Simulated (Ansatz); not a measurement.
# C: the cost of one run

Program: Ansatz 0.2.0. Level of theory: DFT PBEsol, scalar-relativistic, plane waves, PAW. These are calculated values, not measurements.

## Step 1: Starting point

The structure is trigonal, space group P3_121 (No. 152). The conventional cell has a = 3.239 Å, b = 3.239 Å, c = 3.675 Å, α = 90.00°, β = 90.00°, γ = 120.00°. Around C (site symmetry 2) lie 2 C at 1.76 Å.

As a file:

```xyz
3
Lattice="3.2388 0.0000 0.0000 -1.6194 2.8049 0.0000 0.0000 0.0000 3.6745" Properties=species:S:1:pos:R:3 pbc="T T T"
C     0.7300    0.0000    1.2248
C    -0.3650    0.6322    2.4497
C     1.2544    2.1727    0.0000
```

This is candidate A: trigonal selenium type (P3_121, No. 152).

(A quick probe on a coarse mesh, which set the mesh and smearing, is not shown.)

## Step 3: Rough relaxation on the coarse mesh (candidate A)

File input.yaml:

```yaml
crystal:
  lattice:
    - [3.23879907, 0.0, 0.0]
    - [-1.6193995351, 2.8048822724, 0.0]
    - [0.0, 0.0, 3.6745259633]
  atoms:
    - { symbol: C, position: [0.2254, 0.0, 0.3333333333] }
    - { symbol: C, position: [0.0, 0.2254, 0.6666666667] }
    - { symbol: C, position: [0.7746, 0.7746, 0.0] }
basis:
  ecutwfc: 420
kpoints:
  mp_grid: { grid: [6, 6, 6] }
hamiltonian:
  xc: pbesol
scf:
  occupations: { method: gaussian, width: 0.1 }
  lower_state_search: "off"
output:
  forces: true
  stress: true
  eigenvalues: true
relax:
  adjacent_minimum: "off"
  f_tol: 0.04
  max_steps: 70
  cell: { stress_tol: 0.4 }
```

**Question.** How long does this run take on 1 thread of an Arm CPU, shared host, and how much memory does it need?

About 28 s, with a peak of 0.3 GiB.
